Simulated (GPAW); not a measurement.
# BeTe (F-43m) in GPAW: further runs

Runs on BeTe. Level: PBE. Tasks: dielectric tensor.

Everything below comes from runs of GPAW 26.7.0. Logs are shortened: lines on timing, memory, paths and dates and some standing lists are left out, and cuts for length are marked. The log counts tension as positive stress, the text compression.

**1. The crystal as given**

Symmetry: F-43m, No. 216, cubic system. The conventional cell has a = 5.503 Å, b = 5.503 Å, c = 5.503 Å, α = 90.00°, β = 90.00°, γ = 90.00°. Te (site symmetry -43m) has 4 Be at 2.38 Å as nearest neighbours. Be (site symmetry -43m) is surrounded by 4 Te at 2.38 Å.

**2. Dielectric tensor, PBE**

Contents of run.py:

```python
import numpy as np
from ase import Atoms
from ase.dft.bandgap import bandgap
from ase.io import write
from gpaw import GPAW, PW
from gpaw.response.df import DielectricFunction

atoms = Atoms(['Te', 'Be'],
              cell=[[0.0, 2.7514088358, 2.7514088358],
                    [2.7514088358, 0.0, 2.7514088358],
                    [2.7514088358, 2.7514088358, 0.0]],
              scaled_positions=[[0.75, 0.75, 0.75],
                                [0.0, 0.0, 0.0]],
              pbc=True)

calc = GPAW(mode=PW(650),
            xc='PBE',
            kpts={'size': (7, 7, 7), 'gamma': True},
            occupations={'name': 'fermi-dirac', 'width': 0.001},
            nbands=11,
            convergence={'density': 1e-06},
            maxiter=150,
            txt='gpaw.txt')
atoms.calc = calc
energy = atoms.get_potential_energy()
calc.write('gs.gpw')
write('result.traj', atoms)
print(f'Energy: {energy:.6f} eV')
print('Fermi level:', round(calc.get_fermi_level(), 4), 'eV')
print(f'Gap: {bandgap(calc)[0]:.4f} eV, direct: {bandgap(calc, direct=True)[0]:.4f} eV')

for size in [(21, 21, 21)]:
    name = 'x'.join(str(n) for n in size)
    dense = calc.fixed_density(kpts={'size': size, 'gamma': True},
                               nbands=30, convergence={'bands': 24, 'eigenstates': 1e-7},
                               update_fermi_level=True, txt=f'dense-{name}.txt')
    dense.write(f'{name}.gpw', mode='all')
    df = DielectricFunction(f'{name}.gpw', frequencies=np.array([0.0]), hilbert=False, eta=0.001,
                            ecut=80, nbands=24, intraband=False, txt=f'df-{name}.txt')
    for xc in ['RPA']:
        for direction in ['x', 'y', 'z', [0, 1, 1], [1, 0, 1], [1, 1, 0]]:
            e0, e = df.get_macroscopic_dielectric_constant(xc=xc, direction=direction)
            print(f'{name} {xc} {direction}: {e0:.4f} without, {e:.4f} with local fields')
```

Potentials or basis: GPAW PAW data sets (gpaw-data 1.2.1), pw.

On the command line:

```bash
OMP_NUM_THREADS=1 python run.py
```

gpaw.txt:

```text
__  _  _
 | _ |_)|_||  |
 |__||  | ||/\| - 26.7.0

Input parameters:
  mode=PW(ecut=650.0),
  convergence={'density': 1e-06},
  kpts=MonkhorstPack(size=(7, 7, 7), gamma=True),
  maxiter=150,
  nbands=11,
  occupations=Occupations(name='fermi-dirac', width=0.001),
  xc=XC(name='PBE')

Diagonalizing LCAO Hamiltonian
Converting LCAO to pw mode

                    Te

       Be

Atoms  # Å, Bohr magnetons
|   | symbol |        x |        y |        z |    initial magnetic moments |
|---|--------|----------|----------|----------|-----------------------------|
| 0 |     Te | 4.127113 | 4.127113 | 4.127113 | ( 0.0000,  0.0000,  0.0000) |
| 1 |     Be | 0.000000 | 0.000000 | 0.000000 | ( 0.0000,  0.0000,  0.0000) |

Unit cell  # Å
| periodic |        x |        y |        z |  lengths |    angles |
|----------|----------|----------|----------|----------|-----------|
|      yes | 0.000000 | 2.751409 | 2.751409 | 3.891080 | 60.000000 |
|      yes | 2.751409 | 0.000000 | 2.751409 | 3.891080 | 60.000000 |
|      yes | 2.751409 | 2.751409 | 0.000000 | 3.891080 | 60.000000 |

Number of symmetries: 24
Symmetry operations  # r_c * U_cc + t_c -> r_c
|    | kind |            matrix            |
|----|------|------------------------------|
|  0 |  E   |  1, 0, 0,  0, 1, 0,  0, 0, 1 |
|  1 |  σ   |  1, 0, 0,  0, 0, 1,  0, 1, 0 |
|  2 |  σ   |  1, 0,-1,  0, 1,-1,  0, 0,-1 |
|  3 |  C3  |  1, 0,-1,  0, 0,-1,  0, 1,-1 |
|  4 |  C3  |  1,-1, 0,  0,-1, 1,  0,-1, 0 |
|  5 |  σ   |  1,-1, 0,  0,-1, 0,  0,-1, 1 |
|  6 |  σ   |  0, 1, 0,  1, 0, 0,  0, 0, 1 |
|  7 |  C3  |  0, 1, 0,  0, 0, 1,  1, 0, 0 |
|  8 |  C2  |  0, 1,-1,  1, 0,-1,  0, 0,-1 |
|  9 |  S4  |  0, 1,-1,  0, 0,-1,  1, 0,-1 |
| 10 |  C3  |  0, 0, 1,  1, 0, 0,  0, 1, 0 |
| 11 |  σ   |  0, 0, 1,  0, 1, 0,  1, 0, 0 |
| 12 |  S4  |  0, 0,-1,  1, 0,-1,  0, 1,-1 |
| 13 |  C3  |  0, 0,-1,  0, 1,-1,  1, 0,-1 |
| 14 |  S4  |  0,-1, 1,  1,-1, 0,  0,-1, 0 |
| 15 |  C2  |  0,-1, 1,  0,-1, 0,  1,-1, 0 |
| 16 |  C3  |  0,-1, 0,  1,-1, 0,  0,-1, 1 |
| 17 |  S4  |  0,-1, 0,  0,-1, 1,  1,-1, 0 |
| 18 |  S4  | -1, 1, 0, -1, 0, 1, -1, 0, 0 |
| 19 |  C3  | -1, 1, 0, -1, 0, 0, -1, 0, 1 |
| 20 |  C3  | -1, 0, 1, -1, 1, 0, -1, 0, 0 |
| 21 |  S4  | -1, 0, 1, -1, 0, 0, -1, 1, 0 |
| 22 |  σ   | -1, 0, 0, -1, 1, 0, -1, 0, 1 |
| 23 |  C2  | -1, 0, 0, -1, 0, 1, -1, 1, 0 |

BZ-sampling:
  Number of BZ points: 343
  Number of IBZ points: 20

  Monkhorst-Pack size: [7, 7, 7]
  Monkhorst-Pack shift: [0, 0, 0]

K-points  # in reciprocal-cell coordinates
|     |                                coordinates |     weight |
|-----|--------------------------------------------|------------|
|   0 | (  0.00000000,   0.00000000,   0.00000000) | 0.00291545 |
|   1 | (  0.14285714,   0.14285714,   0.00000000) | 0.01749271 |
|   2 | (  0.14285714,   0.14285714,   0.14285714) | 0.02332362 |
|   3 | (  0.28571429,   0.14285714,   0.14285714) | 0.03498542 |
|   4 | (  0.28571429,   0.28571429,   0.00000000) | 0.01749271 |
|   5 | (  0.28571429,   0.28571429,   0.14285714) | 0.06997085 |
|   6 | (  0.28571429,   0.28571429,   0.28571429) | 0.02332362 |
|   7 | (  0.42857143,  -0.28571429,  -0.28571429) | 0.03498542 |
|   8 | (  0.42857143,   0.28571429,  -0.42857143) | 0.13994169 |
|   9 | (  0.42857143,   0.28571429,  -0.28571429) | 0.06997085 |
| ... |                                            |            |
|  19 | (  0.42857143,   0.42857143,   0.42857143) | 0.02332362 |

Plane wave coefficients: 1586
Cutoff: 650.0 eV

Spin-components: 1 (collinear spins)
Bands:           11
Projectors:      8
Spin-degeneracy: 2
Datatype:        complex128

Parallelization:
  kpt:    1
  domain: 1
  band:   1

Density:
  Valence electrons: 8.0
  Components: 1
  Grid points: [24 24 24]
  Charge: 0.0  # |e|

Potential:
  Grid points: [24 24 24]

species:
  Te:
    name:    Tellurium
    Z:       52.0
    valence: 6
    core:    46
    charge:  0.0  # [|e|]
    compensation charges:
      type: gauss
      rc: 0.36  # [Å]
      lmax: 2
    cutoffs:
      filter: 2.09  # [Å]
      core: 3.17  # [Å]
    projectors
    | kind |    occ | energy [eV] | rcut [Å] |
    |------|--------|-------------|----------|
    |   5s |  2.000 |     -15.089 |    1.180 |
    |   5p |  4.000 |      -5.955 |    1.196 |
    |    s |        |      12.123 |    1.180 |
    |    p |        |      21.256 |    1.196 |
    |    d |        |       0.000 |    1.238 |

    Using partial waves for Te as LCAO basis

  Be:
    name:    Beryllium
    Z:       4.0
    valence: 2
    core:    2
    charge:  0.0  # [|e|]
    compensation charges:
      type: gauss
      rc: 0.25  # [Å]
      lmax: 2
    cutoffs:
      filter: 1.42  # [Å]
      core: 1.77  # [Å]
    projectors
    | kind |    occ | energy [eV] | rcut [Å] |
    |------|--------|-------------|----------|
    |   2s |  2.000 |      -5.610 |    0.794 |
    |   2p |  0.000 |      -2.018 |    0.794 |
    |    s |        |      21.602 |    0.794 |

    Using partial waves for Be as LCAO basis

Reference energy: -185188.868407  # eV

eigensolver:
  PPCG
  Converge bands: occupied
  niter=2

density mixing:
  MSR1-Mixer
  Pratt-step length: 0.05
  Maximum mixing coefficient: 0.75
  Old densities: 10
  SVD Regularization: 0.005
  Good broyden scale: 1.0
  Trust region scale: 1.0
  Backstep threshold: 4.0
  History deletion threshold: 6.0
  Fourier metric: weight=20.0, sigma=0.015

occupation numbers:
  Fermi-Dirac:
    width: 0.0010  # eV

poisson solver:
  ecut: 5200.0  # eV

xc functional:
  name: PBE with 2 nearest neighbor stencil

convergence criteria:
- Maximum integral of absolute [dens]ity change: 1e-06 electrons / valence electron
- Maximum [total energy] change in last 3 cyles: 0.0005 eV / valence electron
- Maximum integral of absolute [eigenst]ate change: 4e-08 eV^2 / valence electron
maximum number of iterations: 150

SCF iterations
|iter     | |      energy | eigst |  dens |
|---------|-|-------------|-------|-------|
|iter:   1| |   -7.741150 | -0.14 |       |
|iter:   2| |   -7.717515 | -2.22 | -0.90 |
|iter:   3| |   -7.577229 | -2.20 | -0.93 |
|iter:   4| |   -7.577535 | -3.16 | -1.54 |
|iter:   5| |   -7.578181c| -4.34 | -2.06 |
|iter:   6| |   -7.578224c| -5.54 | -2.67 |
|iter:   7| |   -7.578225c| -7.06 | -3.73 |
|iter:   8| |   -7.578225c| -7.92c| -4.12 |
|iter:   9| |   -7.578225c| -8.62c| -5.21 |
|iter:  10| |   -7.578225c| -9.28c| -5.69 |
|iter:  11| |   -7.578225c|-10.17c| -6.79c|

Converged in 11 steps
Energy contributions relative to reference atoms: (reference = -185188.868407)

Energy contributions:
  Kinetic:          20.257999
  Coulomb:         -17.953793
  Zero:              0.130776
  External:          0.000000
  Xc:              -10.013207
  Entropy:          -0.000000
  Spinorbit:         0.000000
  ----------------------------
  Free energy:      -7.578225
  Extrapolated:     -7.578225

dipole moment: (-0.353172, -0.353172, -0.353172)  # |e|*Ang

Fermi level: 7.042
Eigenvalues  # (at kpt = [0.000, 0.000, 0.000])
| band index |      eig [eV] | occ [0-2] |
|------------|---------------|-----------|
|          0 |        -6.963 |     2.000 |
|          1 |         5.801 |     2.000 |
|          2 |         5.801 |     2.000 |
|          3 |         5.801 |     2.000 |
|          4 |         9.365 |     0.000 |
|          5 |         9.365 |     0.000 |
|          6 |         9.365 |     0.000 |
|          7 |        10.155 |     0.000 |
|          8 |        14.239 |     0.000 |
|          9 |        16.415 |     0.000 |
|         10 |        16.422 |     0.000 |

Gap: 1.869 eV
Transition (v -> c):
  (s=0, k=0, n=3, [0.00, 0.00, 0.00]) -> (s=0, k=16, n=4, [0.43, 0.43, 0.00])
Direct/indirect transitions are different
Direct gap: 3.564 eV
Transition at: (s=0, k=0, n=3, [0.00, 0.00, 0.00])
# Writing to gs.gpw (mode='')
```

df-21x21x21.txt:

```text
FrequencyGridDescriptor(from 0.000 to 0.000 eV, 1 points)
FrequencyGridDescriptor(from 0.000 to 0.000 eV, 1 points)

Calculating chi0 body with:
    Ground state adapter containing:
    Number of spins: 1
    Number of kpoints: 9261
    Number of irreducible kpoints: 286
    Number of completely occupied states: 4
    Number of partially occupied states: 4

    Linear response parametrization:
    q_c: [0.0, 0.0, 0.0]
    Number of frequency points: 1
    Planewave cutoff: 80.0
    Number of bands: 24
    Number of planewaves: 65
    Broadening (eta): 0.001

Integrating chi0 body.

Symmetries of q_c:
    Direct symmetries (Uq -> q): 24
    Indirect symmetries (TUq -> q): 24
In total 48 allowed symmetries.

Integral kind: response function

Calculating chi0 optical extensions with:
    Ground state adapter containing:
    Number of spins: 1
    Number of kpoints: 9261
    Number of irreducible kpoints: 286
    Number of completely occupied states: 4
    Number of partially occupied states: 4

    Linear response parametrization:
    Number of frequency points: 1
    Planewave cutoff: 80.0
    Number of bands: 24
    Number of planewaves: 65
    Broadening (eta): 0.001
Integrating chi0 head and wings.

Symmetries of q_c:
    Direct symmetries (Uq -> q): 24
    Indirect symmetries (TUq -> q): 24
In total 48 allowed symmetries.

Integral kind: response function wings

Finished calculating chi0
```

Run time: 3.7 min. Hardware: 1 thread of Arm Neoverse V2, shared host; peak memory 0.56 GiB.

Results:

```
Free energy                             : -7.5782 eV
Band gap on the k mesh                  : 1.87 eV, indirect (least direct gap 3.56 eV)
Electronic dielectric tensor (diagonal) : 6.91
```

Electronic dielectric tensor:
```
6.91 0.00 0.00
0.00 6.91 0.00
0.00 0.00 6.91
```

Caveat: the long-wavelength limit can be off by a per cent or two; spin-orbit coupling is left out, which moves the levels of the heavy elements; an odd mesh through Γ misses points on the zone boundary, where band edges often lie.

**3. Dielectric tensor, PBE**

This run uses another cell than the first one, of 21.25 Å³/atom, 1.020 times its volume.

Changes to run.py since step 2:

```diff
@@ -8,5 +8,5 @@
 atoms = Atoms(['Te', 'Be'],
-              cell=[[0.0, 2.7514088358, 2.7514088358],
-                    [2.7514088358, 0.0, 2.7514088358],
-                    [2.7514088358, 2.7514088358, 0.0]],
+              cell=[[0.0, 2.77, 2.77],
+                    [2.77, 0.0, 2.77],
+                    [2.77, 2.77, 0.0]],
               scaled_positions=[[0.75, 0.75, 0.75],
```

Potentials or basis: GPAW PAW data sets (gpaw-data 1.2.1), pw.

On the command line:

```bash
OMP_NUM_THREADS=1 python run.py
```

gpaw.txt:

```text
__  _  _
 | _ |_)|_||  |
 |__||  | ||/\| - 26.7.0

Input parameters:
  mode=PW(ecut=650.0),
  convergence={'density': 1e-06},
  kpts=MonkhorstPack(size=(7, 7, 7), gamma=True),
  maxiter=150,
  nbands=11,
  occupations=Occupations(name='fermi-dirac', width=0.001),
  xc=XC(name='PBE')

Diagonalizing LCAO Hamiltonian
Converting LCAO to pw mode

                    Te

       Be

Atoms  # Å, Bohr magnetons
|   | symbol |        x |        y |        z |    initial magnetic moments |
|---|--------|----------|----------|----------|-----------------------------|
| 0 |     Te | 4.155000 | 4.155000 | 4.155000 | ( 0.0000,  0.0000,  0.0000) |
| 1 |     Be | 0.000000 | 0.000000 | 0.000000 | ( 0.0000,  0.0000,  0.0000) |

Unit cell  # Å
| periodic |        x |        y |        z |  lengths |    angles |
|----------|----------|----------|----------|----------|-----------|
|      yes | 0.000000 | 2.770000 | 2.770000 | 3.917372 | 60.000000 |
|      yes | 2.770000 | 0.000000 | 2.770000 | 3.917372 | 60.000000 |
|      yes | 2.770000 | 2.770000 | 0.000000 | 3.917372 | 60.000000 |

Number of symmetries: 24
Symmetry operations  # r_c * U_cc + t_c -> r_c
|    | kind |            matrix            |
|----|------|------------------------------|
|  0 |  E   |  1, 0, 0,  0, 1, 0,  0, 0, 1 |
|  1 |  σ   |  1, 0, 0,  0, 0, 1,  0, 1, 0 |
|  2 |  σ   |  1, 0,-1,  0, 1,-1,  0, 0,-1 |
|  3 |  C3  |  1, 0,-1,  0, 0,-1,  0, 1,-1 |
|  4 |  C3  |  1,-1, 0,  0,-1, 1,  0,-1, 0 |
|  5 |  σ   |  1,-1, 0,  0,-1, 0,  0,-1, 1 |
|  6 |  σ   |  0, 1, 0,  1, 0, 0,  0, 0, 1 |
|  7 |  C3  |  0, 1, 0,  0, 0, 1,  1, 0, 0 |
|  8 |  C2  |  0, 1,-1,  1, 0,-1,  0, 0,-1 |
|  9 |  S4  |  0, 1,-1,  0, 0,-1,  1, 0,-1 |
| 10 |  C3  |  0, 0, 1,  1, 0, 0,  0, 1, 0 |
| 11 |  σ   |  0, 0, 1,  0, 1, 0,  1, 0, 0 |
| 12 |  S4  |  0, 0,-1,  1, 0,-1,  0, 1,-1 |
| 13 |  C3  |  0, 0,-1,  0, 1,-1,  1, 0,-1 |
| 14 |  S4  |  0,-1, 1,  1,-1, 0,  0,-1, 0 |
| 15 |  C2  |  0,-1, 1,  0,-1, 0,  1,-1, 0 |
| 16 |  C3  |  0,-1, 0,  1,-1, 0,  0,-1, 1 |
| 17 |  S4  |  0,-1, 0,  0,-1, 1,  1,-1, 0 |
| 18 |  S4  | -1, 1, 0, -1, 0, 1, -1, 0, 0 |
| 19 |  C3  | -1, 1, 0, -1, 0, 0, -1, 0, 1 |
| 20 |  C3  | -1, 0, 1, -1, 1, 0, -1, 0, 0 |
| 21 |  S4  | -1, 0, 1, -1, 0, 0, -1, 1, 0 |
| 22 |  σ   | -1, 0, 0, -1, 1, 0, -1, 0, 1 |
| 23 |  C2  | -1, 0, 0, -1, 0, 1, -1, 1, 0 |

BZ-sampling:
  Number of BZ points: 343
  Number of IBZ points: 20

  Monkhorst-Pack size: [7, 7, 7]
  Monkhorst-Pack shift: [0, 0, 0]

K-points  # in reciprocal-cell coordinates
|     |                                coordinates |     weight |
|-----|--------------------------------------------|------------|
|   0 | (  0.00000000,   0.00000000,   0.00000000) | 0.00291545 |
|   1 | (  0.14285714,   0.14285714,   0.00000000) | 0.01749271 |
|   2 | (  0.14285714,   0.14285714,   0.14285714) | 0.02332362 |
|   3 | (  0.28571429,   0.14285714,   0.14285714) | 0.03498542 |
|   4 | (  0.28571429,   0.28571429,   0.00000000) | 0.01749271 |
|   5 | (  0.28571429,   0.28571429,   0.14285714) | 0.06997085 |
|   6 | (  0.28571429,   0.28571429,   0.28571429) | 0.02332362 |
|   7 | (  0.42857143,  -0.28571429,  -0.28571429) | 0.03498542 |
|   8 | (  0.42857143,   0.28571429,  -0.42857143) | 0.13994169 |
|   9 | (  0.42857143,   0.28571429,  -0.28571429) | 0.06997085 |
| ... |                                            |            |
|  19 | (  0.42857143,   0.42857143,   0.42857143) | 0.02332362 |

Plane wave coefficients: 1639
Cutoff: 650.0 eV

Spin-components: 1 (collinear spins)
Bands:           11
Projectors:      8
Spin-degeneracy: 2
Datatype:        complex128

Parallelization:
  kpt:    1
  domain: 1
  band:   1

Density:
  Valence electrons: 8.0
  Components: 1
  Grid points: [24 24 24]
  Charge: 0.0  # |e|

Potential:
  Grid points: [24 24 24]

species:
  Te:
    name:    Tellurium
    Z:       52.0
    valence: 6
    core:    46
    charge:  0.0  # [|e|]
    compensation charges:
      type: gauss
      rc: 0.36  # [Å]
      lmax: 2
    cutoffs:
      filter: 2.09  # [Å]
      core: 3.17  # [Å]
    projectors
    | kind |    occ | energy [eV] | rcut [Å] |
    |------|--------|-------------|----------|
    |   5s |  2.000 |     -15.089 |    1.180 |
    |   5p |  4.000 |      -5.955 |    1.196 |
    |    s |        |      12.123 |    1.180 |
    |    p |        |      21.256 |    1.196 |
    |    d |        |       0.000 |    1.238 |

    Using partial waves for Te as LCAO basis

  Be:
    name:    Beryllium
    Z:       4.0
    valence: 2
    core:    2
    charge:  0.0  # [|e|]
    compensation charges:
      type: gauss
      rc: 0.25  # [Å]
      lmax: 2
    cutoffs:
      filter: 1.42  # [Å]
      core: 1.77  # [Å]
    projectors
    | kind |    occ | energy [eV] | rcut [Å] |
    |------|--------|-------------|----------|
    |   2s |  2.000 |      -5.610 |    0.794 |
    |   2p |  0.000 |      -2.018 |    0.794 |
    |    s |        |      21.602 |    0.794 |

    Using partial waves for Be as LCAO basis

Reference energy: -185188.868407  # eV

eigensolver:
  PPCG
  Converge bands: occupied
  niter=2

density mixing:
  MSR1-Mixer
  Pratt-step length: 0.05
  Maximum mixing coefficient: 0.75
  Old densities: 10
  SVD Regularization: 0.005
  Good broyden scale: 1.0
  Trust region scale: 1.0
  Backstep threshold: 4.0
  History deletion threshold: 6.0
  Fourier metric: weight=20.0, sigma=0.015

occupation numbers:
  Fermi-Dirac:
    width: 0.0010  # eV

poisson solver:
  ecut: 5200.0  # eV

xc functional:
  name: PBE with 2 nearest neighbor stencil

convergence criteria:
- Maximum integral of absolute [dens]ity change: 1e-06 electrons / valence electron
- Maximum [total energy] change in last 3 cyles: 0.0005 eV / valence electron
- Maximum integral of absolute [eigenst]ate change: 4e-08 eV^2 / valence electron
maximum number of iterations: 150

SCF iterations
|iter     | |      energy | eigst |  dens |
|---------|-|-------------|-------|-------|
|iter:   1| |   -7.751039 | -0.15 |       |
|iter:   2| |   -7.730386 | -2.21 | -0.91 |
|iter:   3| |   -7.604631 | -2.24 | -0.94 |
|iter:   4| |   -7.605156 | -3.18 | -1.54 |
|iter:   5| |   -7.605770c| -4.38 | -2.07 |
|iter:   6| |   -7.605811c| -5.55 | -2.67 |
|iter:   7| |   -7.605813c| -7.03 | -3.69 |
|iter:   8| |   -7.605813c| -7.88c| -4.10 |
|iter:   9| |   -7.605813c| -8.58c| -5.18 |
|iter:  10| |   -7.605813c| -9.21c| -5.63 |
|iter:  11| |   -7.605813c|-10.11c| -6.73c|

Converged in 11 steps
Energy contributions relative to reference atoms: (reference = -185188.868407)

Energy contributions:
  Kinetic:          18.496219
  Coulomb:         -16.530652
  Zero:              0.134621
  External:          0.000000
  Xc:               -9.706000
  Entropy:          -0.000000
  Spinorbit:         0.000000
  ----------------------------
  Free energy:      -7.605813
  Extrapolated:     -7.605813

dipole moment: (-0.426309, -0.426309, -0.426309)  # |e|*Ang

Fermi level: 6.826
Eigenvalues  # (at kpt = [0.000, 0.000, 0.000])
| band index |      eig [eV] | occ [0-2] |
|------------|---------------|-----------|
|          0 |        -7.057 |     2.000 |
|          1 |         5.562 |     2.000 |
|          2 |         5.562 |     2.000 |
|          3 |         5.562 |     2.000 |
|          4 |         9.146 |     0.000 |
|          5 |         9.146 |     0.000 |
|          6 |         9.146 |     0.000 |
|          7 |         9.760 |     0.000 |
|          8 |        13.973 |     0.000 |
|          9 |        16.129 |     0.000 |
|         10 |        16.924 |     0.000 |

Gap: 1.920 eV
Transition (v -> c):
  (s=0, k=0, n=3, [0.00, 0.00, 0.00]) -> (s=0, k=16, n=4, [0.43, 0.43, 0.00])
Direct/indirect transitions are different
Direct gap: 3.585 eV
Transition at: (s=0, k=0, n=3, [0.00, 0.00, 0.00])
# Writing to gs.gpw (mode='')
```

Run time: 3.7 min. Hardware: 1 thread of Arm Neoverse V2, shared host; peak memory 0.56 GiB.

What came out:

* Free energy: -7.6058 eV
* Band gap on the k mesh: 1.92 eV, indirect (least direct gap 3.58 eV)
* Electronic dielectric tensor (diagonal): 6.86

Electronic dielectric tensor:
```
6.86 0.00 0.00
0.00 6.86 0.00
0.00 0.00 6.86
```

Caveat: the long-wavelength limit can be off by a per cent or two; spin-orbit coupling is left out, which moves the levels of the heavy elements; an odd mesh through Γ misses points on the zone boundary, where band edges often lie.

[end of part 1 of 2]
